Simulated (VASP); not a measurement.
## SnSe2 (1T (CdI2) bulk), PBEsol single-point calculation: Ansatz's output and VASP's

```
Sn Se
1.0
     3.82515    0.00000    0.00000
    -1.91257    3.31268    0.00000
     0.00000    0.00000    6.22708
Sn Se
1 2
Direct
  0.00000 0.00000 0.00000
  0.33333 0.66667 0.25308
  0.66667 0.33333 0.74692
```

Ansatz printed

```
SCF 1 converged in 6 iterations: F = -16799.219347 eV  dr2 = 9.34e-8
  greatest PAW one-centre occupation: 1.000 electrons in one spin orbital (limit 2), on the Se atom at site 2 (counted from 0), in its partial waves of l = 2
NSCF: frozen V_eff on 8 k-points
SCF converged after 6 iterations
Free energy (F): -16799.219347 eV
Harris-Foulkes:  -16799.219347 eV  (|F-HF|=1.51e-7)
Internal energy: -16799.219347 eV  (E = F + TS)
E sigma→0 (E₀):  -16799.219347 eV
Fermi energy:    7.680256 eV
--- Per-component energies (eV) ---
  E_band       = -876.666920
  E_kinetic    = 424.837950
  E_local      = -6114.099862  (includes V_loc(G=0)·N_el)
  E_nonlocal   = -1214.435238
  E_hartree    = 3122.536311
  E_xc         = -584.494639
  E_vxc        = -291.641423  (∫ρ·V_xc dr)
  E_paw        = -7805.438741  (= ΣΔE_a)
  E_vpaw       = 73.593747  (= ΣTr[D̂ρ^β])
  E_aug_tail   = -0.001236  (compensation charges beyond the density's cutoff)
  E_ewald      = -4630.425635
  E_core_change = 2.301741  (= ΣΔE_core)
  E_smearing   = -0.000000  (= −TS)
  E_closure    = -0.000000  (closes the sum)
  Σ components = -16799.219347   (vs F -16799.219347, Δ=0.00e0)
--- Forces (eV/Å), atoms counted from 1 ---
  atom   1  Sn    -0.00000000    -0.00000000     0.00000000
  atom   2  Se     0.00000000     0.00000000     0.08772356
  atom   3  Se    -0.00000000    -0.00000000    -0.08772356
  max |Σ_I F_I| component: 9.25e-18 eV/Å
--- Stress (GPa, compression-positive) ---
       -0.164856      -0.000000       0.000000
       -0.000000      -0.164856       0.000000
        0.000000       0.000000       0.312027
  P = ⅓ Tr σ = -0.0059 GPa (-0.059 kbar)
--- Band table (eV; the first three rows and the last of 69) ---
  k-point 0: bands = ["-39.1676", "-39.1676", "-39.1675", "-39.1675", "-39.1423", "-39.1423", "-39.1418", "-39.1418", "-39.1322", "-39.1320", "-13.4624", "-13.4624", "-13.4247", "-13.4126", "-13.4126", "-6.1233", "-4.4898", "1.4988", "7.1090", "7.1090", "7.3820", "7.3820", "7.5561", "8.5959", "10.6414", "12.2767", "12.2767"]
  k-point 1: bands = ["-39.1676", "-39.1676", "-39.1675", "-39.1675", "-39.1423", "-39.1423", "-39.1419", "-39.1419", "-39.1322", "-39.1321", "-13.4624", "-13.4624", "-13.4247", "-13.4126", "-13.4126", "-6.0420", "-4.6538", "1.8830", "6.4017", "7.0507", "7.0507", "7.4706", "7.4706", "9.5044", "10.6271", "12.1427", "12.1427"]
  k-point 2: bands = ["-39.1676", "-39.1676", "-39.1676", "-39.1676", "-39.1421", "-39.1421", "-39.1420", "-39.1420", "-39.1322", "-39.1321", "-13.4624", "-13.4624", "-13.4246", "-13.4126", "-13.4126", "-5.9414", "-4.8321", "2.3632", "5.5516", "7.0106", "7.0106", "7.5420", "7.5420", "10.0727", "10.5474", "12.0157", "12.0157"]
  k-point 68: bands = ["-39.1673", "-39.1672", "-39.1672", "-39.1672", "-39.1422", "-39.1422", "-39.1422", "-39.1421", "-39.1318", "-39.1318", "-13.4789", "-13.4789", "-13.4119", "-13.4119", "-13.3934", "-4.1003", "-4.1003", "0.4139", "3.5791", "3.5791", "4.0429", "7.2721", "7.2721", "9.9702", "12.1181", "12.1181", "13.6446"]
```

The two codes use different PAW datasets and cutoffs. VASP's cell holds 26 valence electrons and Ansatz's 46. Ansatz's stress includes a Pulay correction; VASP's doesn't.

What does VASP give for the same cell and level of theory?

gap between bands v and c 0.59 eV; least direct gap 1.03 eV; pressure 0.1 GPa; largest force 0.11 eV/Å.

From OUTCAR

```
k-points           NKPTS =     69   k-points in BZ     NKDIM =     69   number of bands    NBANDS=     20

   NELECT =      26.0000    total number of electrons

   dimension x,y,z NGX =    28 NGY =   28 NGZ =   48
   dimension x,y,z NGXF=    56 NGYF=   56 NGZF=   96

  energy-cutoff  :      520.00
  volume of cell :       78.91
      direct lattice vectors                 reciprocal lattice vectors
     3.825149334  0.000000000  0.000000000     0.261427702  0.150935354  0.000000000
    -1.912574667  3.312676497  0.000000000     0.000000000  0.301870708  0.000000000
     0.000000000  0.000000000  6.227078893     0.000000000  0.000000000  0.160588940

 k-points in reciprocal lattice and weights: KPOINTS created by Atomic Simulation Env
   0.00000000  0.00000000  0.00000000       0.002
   0.08333333 -0.00000000  0.00000000       0.010
   0.16666667 -0.00000000  0.00000000       0.010
   0.25000000 -0.00000000  0.00000000       0.010
   0.33333333  0.00000000  0.00000000       0.010
   0.41666667 -0.00000000  0.00000000       0.010
   0.50000000 -0.00000000  0.00000000       0.005
   0.08333333  0.08333333  0.00000000       0.010
   ...

 E-fermi :   3.8992

 k-point     1 :       0.0000    0.0000    0.0000
  band No.  band energies     occupation
      1     -17.2959      2.00000
      2     -17.2959      2.00000
      3     -17.2590      2.00000
      4     -17.2464      2.00000
      5     -17.2464      2.00000
      6      -9.9768      2.00000
      7      -8.3379      2.00000
      8      -2.3498      2.00000
      9       3.2548      2.00000
     10       3.2548      2.00000
     11       3.5301      2.00000
     12       3.5301      2.00000
     13       3.7092      2.00000
     14       4.7400      0.00000
     15       6.7807      0.00000
     16       8.4178      0.00000
     17       8.4178      0.00000
     18      11.7752      0.00000
     19      12.7642      0.00000
     20      12.7642      0.00000

 k-point     2 :       0.0833   -0.0000    0.0000
  band No.  band energies     occupation
      1     -17.2988      2.00000
      2     -17.2933      2.00000
      3     -17.2571      2.00000
      4     -17.2481      2.00000
      5     -17.2461      2.00000
      6      -9.9089      2.00000
      7      -8.2932      2.00000
      8      -2.3315      2.00000
      9       2.4150      2.00000
     10       2.9379      2.00000
     11       3.1212      2.00000
     12       3.6949      2.00000
     13       3.7757      2.00000
     14       5.3848      0.00000
     15       7.2116      0.00000
     16       8.1644      0.00000
     17       8.5510      0.00000
     18      11.8950      0.00000
     19      12.0646      0.00000
     20      12.8515      0.00000

 k-point     3 :       0.1667   -0.0000    0.0000
  band No.  band energies     occupation
      1     -17.3076      2.00000
      2     -17.2869      2.00000
      3     -17.2547      2.00000
      4     -17.2494      2.00000
      5     -17.2448      2.00000
      6      -9.7097      2.00000
      7      -8.1712      2.00000
      8      -2.3119      2.00000
      9       1.2577      2.00000
     10       2.3093      2.00000
     11       2.4602      2.00000
     12       3.7308      2.00000
     13       3.7793      2.00000
     14       5.9979      0.00000
     15       7.4364      0.00000
     16       8.5304      0.00000
     17       8.8484      0.00000
     18      10.9600      0.00000
     19      11.9645      0.00000
     20      13.0376      0.00000

 k-point     4 :       0.2500   -0.0000    0.0000
  band No.  band energies     occupation
      1     -17.3208      2.00000
      2     -17.2802      2.00000
      3     -17.2596      2.00000
      4     -17.2415      2.00000
      5     -17.2408      2.00000
      6      -9.3948      2.00000
      7      -8.0097      2.00000
      8      -2.4102      2.00000
      9       0.3481      2.00000
     10       1.5215      2.00000
     11       2.0055      2.00000
     12       3.5611      2.00000
     13       3.7429      2.00000
     14       5.7202      0.00000
     15       7.6194      0.00000
     16       9.0835      0.00000
     17       9.3193      0.00000
     18      10.2644      0.00000
     19      11.9838      0.00000
     20      13.2401      0.00000

 ...

  Total       -0.0350008     -0.0350008      0.2051901     -0.0000000      0.0000000      0.0000000
  in kB       -0.7106846     -0.7106846      4.1663441     -0.0000000      0.0000000      0.0000000
  external PRESSURE =       0.9149916 kB  Pullay stress =       0.0000000 kB

 POSITION                                       TOTAL-FORCE (eV/Angst)
 -----------------------------------------------------------------------------------
      0.00000      0.00000      0.00000         0.000000      0.000000      0.000000
      0.00000      2.20845      1.57594        -0.000000      0.000000      0.107445
      1.91257      1.10423      4.65114         0.000000      0.000000     -0.107445
 -----------------------------------------------------------------------------------
    total drift:                                0.000000      0.000000     -0.000000

  FREE ENERGIE OF THE ION-ELECTRON SYSTEM (eV)
  ---------------------------------------------------
  free  energy   TOTEN  =       -12.9820548465 eV

  energy  without entropy=      -12.9820548465  energy(sigma->0) =      -12.98205485
```
